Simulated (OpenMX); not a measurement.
The system is Hf.

```xyz
2
Lattice="3.1967 0.0000 0.0000 -1.5983 2.7684 0.0000 0.0000 0.0000 5.0578" Properties=species:S:1:pos:R:3 pbc="T T T"
Hf    1.5984    0.9228    3.7934
Hf    0.0000    1.8456    1.2645
```

Program: OpenMX 3.8.5. Alike in all runs: no spin polarisation; cell as given; smearing fermi-dirac 0.05 eV.

Task: Order these runs on this cell by their pressure, lowest first.
A. level LDA; potentials or basis OpenMX 2013 LDA set, Hf7.0-s3p2d2f1, grid cutoff 400 Ry; k mesh 11 × 11 × 5
B. level PBE+D3(BJ); potentials or basis OpenMX 2013 PBE set, Hf7.0-s3p2d2f1, grid cutoff 400 Ry; k mesh 7 × 7 × 5
C. level PBE; potentials or basis OpenMX 2013 PBE set, Hf7.0-s3p2d2f1, grid cutoff 400 Ry; k mesh 11 × 11 × 5

Result: A (-8.2 GPa), B (-2.6 GPa), C (0.3 GPa).

Caveats: the basis of atomic orbitals isn't converged, which shifts pressures, moduli and gaps; pairwise dispersion overbinds metals, which lowers pressure and volume (some runs).

Not every run made on this cell is shown here.
